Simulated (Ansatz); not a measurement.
Run on Co (P-3m1) — anisotropy by the force theorem

Computed with DFT, PBE, all-electron PAW with datasets made for the crystal, scalar-relativistic (Ansatz).

Command: `ansatz run input.yaml --threads 2 --pin off --max-ram 4096MiB --backend cpu --events-out ev --progress --plain --runs-dir out`

```yaml
crystal:
  lattice:
    - [2.4873648738, 0.0, 0.0]
    - [-1.2436824369, 2.1541211692, 0.0]
    - [0.0, 0.0, 4.0632895034]
  atoms:
    - { symbol: Co, position: [0.6666666667, 0.3333333333, 0.259861], spin: 1.7 }
    - { symbol: Co, position: [0.3333333333, 0.6666666667, 0.740139], spin: 1.7 }
magnetization:
  spin_polarized: true
kpoints:
  mp_grid: { grid: [14, 14, 8] }
scf:
  occupations: { method: fermi_dirac, width: 0.1 }
  lower_state_search: "off"
hamiltonian:
  xc: pbe
  pseudopotentials: { kind: all_electron, datasets: crystal }
output:
  eigenvalues: false
  eigenstates:
    nscf_kmesh: { grid: [20, 20, 11] }
    top_band: c21
    magnetocrystalline_anisotropy:
      directions: [[0.0, 0.0, 1.0], [1.0, 0.0, 0.0], [0.8660254, 0.5, 0.0]]
```

Log:

```
settings of this run that can trade accuracy for cost: output.eigenvalues: false. Do not mix this run's numbers with those of runs without the same settings; the input reference describes each key
hamiltonian.pseudopotentials.datasets: crystal makes datasets for this crystal and solves the spheres of its atoms anew in each pass: cutoff 380.0 eV, the density's 1520.0 eV; for an error of 0.50 meV an atom under PBE, 1.0 meV for the cell; an energy difference from a run of another recipe may be off by several times the error for the cell, under r2SCAN by more, where some 0.1 meV an atom stays a …
Engine: ansatz 0.2.0
Pseudopotentials: kind: all_electron
Pseudopotential: Co, paw, valence charge 17, recommended cutoff 380 eV (normal), crystal/all_electron/pbe/scalar/gaussian/Co, Koelling and Harmon's equation, gaussian nucleus
Functional definition: PBE
  parameter kappa = 0.804
  parameter beta = 0.06672455060314922
  exchange = pbe_x(kappa = kappa, mu = beta*pi^2/3)
  correlation = pbe_c(beta = beta)
Crystal: 2 atoms, lattice volume = 21.771 Å³
Basis set: ecut = 380 eV, 373 PW (Γ), exchange–correlation on 32×32×54 points (8 copies of the dense FFT grid, shifted against one another)
Bands: 23, of which v1, the nominal top of the filled ones, is band 17 counted from 1 (16 counted from 0)
Symmetry: 12 space group operations
Space group: P-3m1 (ITA 164), of the structure as read, at distance tolerance 2.8e-5 Å
Magnetic group: BNS 164.85 (UNI 1315), of the structure as read, at distance tolerance 2.8e-5 Å
k-points: 168 of 1568
Non-local potential: Co, projectors of the file, l = 0: 2, l = 1: 2, l = 2: 2
PAW form: soft (Blöchl's): semilocal exchange-correlation on the pseudo side does not see the compensation charge
PAW one-centre angular grid: Co, 590 points (default); XC on its mesh's 1889 points in the sphere
Initial density: superposition of atomic densities (chi_scale 0.1, normalization cell)
Starting moments: Σ|m| = 3.4 μB on 2 of 2 sites
Initial wavefunctions: pseudopotential atomic-orbital guess
Functional: x = pbe(κ = 0.804, μ = 0.2195149727645171), c = pbe(β = 0.06672455060314922)
iter 1 solved again at ethr=2.96e-2 eV; its pass at ethr=1.00e-1 eV (dr2=1.01e1 eV) is discarded
SCF iter   1: F=—  HF=-75837.502764 eV  |F-HF|=—  |Δ(HF+E_count)|=         —  Δρ=1.30e-1 (↑1.21e-1 ↓1.30e-1)  dr2=1.02e1  dr2_m=2.27e-2  M=3.030 μB ∫|m|=3.107 μB  β_m=0.30  ethr=2.96e-2  ⟨swp⟩=2.0  Hψ=38794  notcnv=0
preconditioner: auto → none  [metal: Δε(μ)=0.001 eV  Ē_g=9.227 eV  σ=0.100 eV  W_gap=0.00  n_scr=8 (ndim 8)  ℏωp=33.8 eV  f_vac=0.000  D(μ)=2.48/eV (n_scr^D=34)  sad-step TF]
SCF iter   2: F=—  HF=-75835.667049 eV  |F-HF|=—  |Δ(HF+E_count)|=    1.84e0  Δρ=6.06e-2 (↑2.90e-2 ↓6.06e-2)  dr2=1.42e0  dr2_m=5.14e-2  M=3.180 μB ∫|m|=3.308 μB  β_m=1.00  ethr=2.96e-2  ⟨swp⟩=2.8  Hψ=15814  notcnv=0
SCF iter   3: F=—  HF=-75835.280345 eV  |F-HF|=—  |Δ(HF+E_count)|=   3.87e-1  Δρ=2.99e-2 (↑1.82e-2 ↓2.99e-2)  dr2=4.19e-1  dr2_m=7.28e-3  M=3.172 μB ∫|m|=3.416 μB  β_m=1.00  ethr=4.18e-3  ⟨swp⟩=2.1  Hψ=15484  notcnv=0  defer=11
iter 4 solved again at ethr=1.28e-5 eV; its pass at ethr=1.23e-3 eV (dr2=4.37e-3 eV) is discarded
SCF iter   4: F=—  HF=-75835.048602 eV  |F-HF|=—  |Δ(HF+E_count)|=   2.32e-1  Δρ=4.74e-3 (↑4.74e-3 ↓3.30e-3)  dr2=4.14e-3  dr2_m=4.47e-4  M=3.159 μB ∫|m|=3.445 μB  β_m=1.00  ethr=1.28e-5  ⟨swp⟩=2.8  Hψ=29839  notcnv=0  defer=4
SCF iter   5: F=—  HF=-75835.112642 eV  |F-HF|=—  |Δ(HF+E_count)|=   6.40e-2  Δρ=3.92e-3 (↑3.92e-3 ↓2.12e-3)  dr2=2.85e-3  dr2_m=3.08e-4  M=3.165 μB ∫|m|=3.467 μB  β_m=1.00  ethr=1.22e-5  ⟨swp⟩=3.0  Hψ=14921  notcnv=0  defer=3
SCF iter   6: F=—  HF=-75835.142899 eV  |F-HF|=—  |Δ(HF+E_count)|=   3.03e-2  Δρ=1.19e-3 (↑1.19e-3 ↓6.10e-4)  dr2=1.55e-4  dr2_m=7.53e-5  M=3.170 μB ∫|m|=3.479 μB  β_m=1.00  ethr=8.38e-6  ⟨swp⟩=2.9  Hψ=17502  notcnv=0  defer=6
SCF iter   7: F=—  HF=-75835.152804 eV  |F-HF|=—  |Δ(HF+E_count)|=   9.90e-3  Δρ=1.04e-3 (↑1.04e-3 ↓6.07e-4)  dr2=4.42e-5  dr2_m=1.18e-4  M=3.179 μB ∫|m|=3.493 μB  β_m=1.00  ethr=4.57e-7  ⟨swp⟩=3.0  Hψ=18140  notcnv=0
SCF iter   8: F=—  HF=-75835.157864 eV  |F-HF|=—  |Δ(HF+E_count)|=   5.06e-3  Δρ=6.96e-4 (↑6.52e-4 ↓6.96e-4)  dr2=8.35e-7  dr2_m=9.00e-5  M=3.187 μB ∫|m|=3.504 μB  β_m=1.00  ethr=1.30e-7  ⟨swp⟩=3.0  Hψ=19299  notcnv=0
SCF iter   9: F=—  HF=-75835.160880 eV  |F-HF|=—  |Δ(HF+E_count)|=   3.02e-3  Δρ=5.82e-4 (↑5.09e-4 ↓5.82e-4)  dr2=1.62e-6  dr2_m=5.86e-5  M=3.194 μB ∫|m|=3.514 μB  β_m=0.30  ethr=2.46e-9  ⟨swp⟩=4.0  Hψ=23515  notcnv=0
Mixer restart at iter 9: flushing history
spin-set hold released at iteration 9 (site moments contracting): the magnetisation degrees of freedom join the quasi-Newton model from the next iteration; the mixer history was flushed
SCF iter  10: F=—  HF=-75835.163434 eV  |F-HF|=—  |Δ(HF+E_count)|=   2.55e-3  Δρ=8.45e-4 (↑7.28e-4 ↓8.45e-4)  dr2=3.20e-6  dr2_m=1.22e-4  M=3.200 μB ∫|m|=3.521 μB  β_m=0.65  ethr=2.46e-9  ⟨swp⟩=4.0  Hψ=22984  notcnv=0
SCF iter  11: F=—  HF=-75835.166195 eV  |F-HF|=—  |Δ(HF+E_count)|=   2.76e-3  Δρ=8.55e-4 (↑8.55e-4 ↓6.71e-4)  dr2=6.74e-6  dr2_m=1.15e-4  M=3.219 μB ∫|m|=3.545 μB  β_m=0.82  ethr=2.46e-9  ⟨swp⟩=4.0  Hψ=25363  notcnv=0
SCF iter  12: F=—  HF=-75835.166366 eV  |F-HF|=—  |Δ(HF+E_count)|=   1.71e-4  Δρ=8.62e-4 (↑6.15e-4 ↓8.62e-4)  dr2=3.44e-4  dr2_m=3.63e-6  M=3.225 μB ∫|m|=3.553 μB  β_m=0.57  ethr=2.46e-9  ⟨swp⟩=4.0  Hψ=25392  notcnv=0  recentre
SCF iter  13: F=—  HF=-75835.166246 eV  |F-HF|=—  |Δ(HF+E_count)|=   1.20e-4  Δρ=8.47e-5 (↑8.47e-5 ↓8.24e-5)  dr2=4.21e-6  dr2_m=5.93e-8  M=3.224 μB ∫|m|=3.553 μB  β_m=0.61  ethr=2.46e-9  ⟨swp⟩=4.0  Hψ=23501  notcnv=0
SCF iter  14: F=—  HF=-75835.166245 eV  |F-HF|=—  |Δ(HF+E_count)|=   7.90e-7  Δρ=3.17e-5 (↑2.05e-5 ↓3.17e-5)  dr2=3.22e-8  dr2_m=1.33e-7  M=3.224 μB ∫|m|=3.553 μB  β_m=0.80  ethr=2.46e-9  ⟨swp⟩=3.1  Hψ=17996  notcnv=0
SCF iter  15: F=-75835.166245 eV  HF=-75835.166245 eV  |F-HF|=6.40e-8  |Δ(HF+E_count)|=   7.73e-8  Δρ=5.66e-6 (↑5.63e-6 ↓5.66e-6)  dr2=7.67e-8  dr2_m=7.58e-10  M=3.224 μB ∫|m|=3.553 μB  ethr=9.47e-11  ⟨swp⟩=3.1  Hψ=18253  notcnv=0
SCF 1 converged in 15 iterations: F = -75835.166245 eV  dr2 = 7.67e-8
  greatest PAW one-centre occupation: 1.013 electrons in one spin orbital (limit 2), on the Co atom at site 0 (counted from 0), in its partial waves of l = 1
NSCF: frozen V_eff on 429 k-points
Magnetocrystalline anisotropy: 0 of 429 k-points coupled
Magnetocrystalline anisotropy: 64 of 429 k-points coupled
Magnetocrystalline anisotropy: 128 of 429 k-points coupled
Magnetocrystalline anisotropy: 192 of 429 k-points coupled
Magnetocrystalline anisotropy: 256 of 429 k-points coupled
Magnetocrystalline anisotropy: 320 of 429 k-points coupled
Magnetocrystalline anisotropy: 384 of 429 k-points coupled
Magnetocrystalline anisotropy: 429 of 429 k-points coupled
SCF converged after 15 iterations
Magnetization: 3.2242 μB (18.6121 up, 15.3879 down)
Absolute magnetization: 3.5531 μB (∫|ρ↑−ρ↓|)
Spin contamination: -0.1433 ħ² per cell (⟨S²⟩ above its minimum at these occupations)
Per-site moments (μB) at R_I (Å): [(1.6890676737539128, 0.9994691688402235), (1.6890676737539128, 0.9994691688402235)]
Free energy (F): -75835.166245 eV
Harris-Foulkes:  -75835.166245 eV  (|F-HF|=6.40e-8)
Internal energy: -75835.104583 eV  (E = F + TS)
E sigma→0 (E₀):  -75835.135414 eV
Entropy (-TS):   -0.061662 eV (-30.831 meV/atom)
Past the cutoff: waves up to 1.5 times it would add -0.000116 eV an atom, which no energy here includes
By the cutoff:   a pressure is off by up to 0.014 GPa (6 times that energy over an atom's volume, and 0.004 GPa: a bound that held against runs at twice the plane waves)
Past the cutoffs: a stress includes -0.0007 GPa for waves and charges beyond them
In the spheres:  the bands' charges fall short by 9.3e-7 e at most (sound up to 1e-3)
Fermi energy:    19.033815 eV
--- Per-component energies (eV) ---
  E_band       = -477.097364
  E_kinetic    = 295.252532
  E_local      = -3158.018877  (includes V_loc(G=0)·N_el)
  E_nonlocal   = -1063.120811
  E_hartree    = 1673.222136
  E_xc         = -92.030160
  E_vxc        = -120.075110  (∫ρ·V_xc dr)
  E_paw        = -77795.186885  (= ΣΔE_a)
  E_vpaw       = -9498.515963  (= ΣTr[D̂ρ^β])
  E_ewald      = -5416.160346
  E_smearing   = -0.061662  (= −TS)
  E_closure    = 9720.937828  (closes the sum)
  Σ components = -75835.166245   (vs F -75835.166245, Δ=0.00e0)
  The terms above E_closure are by the made datasets' own strengths, without shells solved beside the bands.
--- Band table (eV; the first three rows and the last of 336) ---
  k-point 0 ↑: bands = ["-77.0575", "-77.0009", "-40.4568", "-40.1724", "-40.1724", "-40.1322", "-40.1250", "-40.1250", "10.0130", "13.8178", "16.3494", "16.3994", "16.3994", "16.6984", "16.6984", "17.1079", "17.1079", "18.1843", "18.1843", "18.7595", "25.1014"]
  k-point 1 ↑: bands = ["-77.0556", "-77.0028", "-40.4454", "-40.1708", "-40.1708", "-40.1440", "-40.1265", "-40.1265", "10.1677", "13.7802", "16.3066", "16.3630", "16.3630", "16.6617", "16.6617", "17.1942", "17.1942", "18.1687", "18.1757", "18.1757", "26.0069"]
  k-point 2 ↑: bands = ["-77.0503", "-77.0081", "-40.4131", "-40.1770", "-40.1664", "-40.1664", "-40.1309", "-40.1309", "10.6209", "13.5939", "16.1832", "16.3080", "16.3080", "16.5649", "16.5649", "17.1013", "17.3944", "17.3944", "18.1380", "18.1380", "28.0902"]
  k-point 167 ↓: bands = ["-74.9203", "-74.9187", "-38.3916", "-38.3899", "-38.3234", "-38.2920", "-38.1696", "-38.1660", "16.0684", "16.2139", "16.6072", "16.8220", "17.2578", "17.2845", "18.6400", "19.0450", "20.1071", "20.1251", "24.8616", "24.9215", "27.1554"]
settings of this run that can trade accuracy for cost: output.eigenvalues: false. Do not mix this run's numbers with those of runs without the same settings; the input reference describes each key
```

magnetocrystalline_anisotropy.tsv:

```
# direction_x	direction_y	direction_z	energy_mev	energy_tetrahedra_mev	beyond_first_order_mev	atom_0_mev	atom_1_mev	spread_mev	spread_tetrahedra_mev	orbital_0_along_direction_mub	orbital_1_along_direction_mub
# format = ansatz-magnetocrystalline-anisotropy/3
# nscf_kmesh_grid = 20 20 11
# nscf_kmesh_shift = 0 0 0
# n_bands = 38
# occupation_method = fermi_dirac
# smearing_width_ev = 0.1
# xc_rung = gga
# a1_ang = 2.4874 0 0
# a2_ang = -1.2437 2.1541 0
# a3_ang = 0 0 4.0633
# atom = 0 Co 0.66667 0.33333 0.25986
# atom = 1 Co 0.33333 0.66667 0.74014
# kernel_functional = own
# kernel_scale = 1.0124
# goldstone_residual = 0.017387
# bands_end_over_fermi_ev = 37.379
# easy_direction_run = 2
# easy_direction_tetrahedra = 2
0	0	1	0	0	0.0001233	0	0	0	0	0.074551	0.074551
1	0	0	-0.025174	-0.014737	0.00014783	-0.014347	-0.014347	0.042665	0.11388	0.072506	0.072506
0.86603	0.5	0	-0.025174	-0.014825	0.00014781	-0.014347	-0.014347	0.042304	0.11324	0.072506	0.072506
```

Site moments (μB): Co1 1.69, Co2 1.69. Cell moment 3.22 μB.

The spread over coarser sub-meshes exceeds the differences between directions, so this mesh may not resolve the easy direction.

The magnetic group in the log treats spin as a scalar label, without spin–orbit coupling.

The Ansatz runs typed with the search for lower states off end where their start leads. The program couldn't verify every level among the many empty bands that the force theorem sums over. The magnetic state is the one that this cell and start allow. It needn't be the compound's measured order, which may need a larger cell or be absent.

It took 78 s on 2 threads of Arm Neoverse V2, on a shared host, peak memory 1.4 GiB.
